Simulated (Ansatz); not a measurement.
Runs of Ansatz 0.2.0 on AlO. Symmetry: Pm-3m, No. 221, cubic system. The conventional cell has a = 2.769 Å, b = 2.769 Å, c = 2.769 Å, α = 90.00°, β = 90.00°, γ = 90.00°. Al (site symmetry m-3m) is surrounded by 8 O at 2.40 Å. Around O (site symmetry m-3m) lie 8 Al at 2.40 Å. The cell was built by a generator and needn't be a form met in nature.

```tsv
level	cell	cutoff (eV)	target pressure (GPa)	gap on the mesh (eV)	pressure (GPa)	relaxed volume (Å³/atom)
r2SCAN	relaxed to 5 GPa	500	5	none	5.0	-
revPBE	relaxed	420	-	none	0.0	10.82
r2SCAN	relaxed	500	-	none	0.0	10.32
RPBE	relaxed	420	-	none	0.0	(b)
r2SCAN	relaxed to 10 GPa	500	10	none	10.0	-
r2SCAN	relaxed to 2 GPa	500	2	none	2.0	-
LDA	relaxed	420	-	none	0.0	(a)
PBEsol	relaxed	420	-	none	0.0	10.28
BLYP	relaxed	420	-	none	0.0	11.01
r2SCAN	relaxed to 30 GPa	500	30	none	30.0	-
r2SCAN	relaxed	500	0	none	0.0	10.32
r2SCAN	relaxed to 20 GPa	500	20	none	20.0	-
```

Alike in all rows: task relaxation of cell and atoms; potentials or basis Ansatz PAW; no spin polarisation; k mesh 10 × 10 × 10; smearing fermi-dirac 0.05 eV.

Estimate the missing entries.

(a) 9.97; (b) 10.88.

Caveats: the plane-wave basis is chosen anew once the cell has moved, so the energies of steps on either side of that aren't comparable; an odd number of electrons without spin polarisation forces a metal; a magnetic or distorted state may lie lower; the PAW data sets come from PBE, with cores solved anew for the run's functional, which leaves a small shift of forces and pressure; the volume moved by over 15 % at a fixed basis, so the end points are rough (some runs).

A gap of «none» marks a metal or a gap under the smearing width.

Runs at the PBE level aren't shown here.
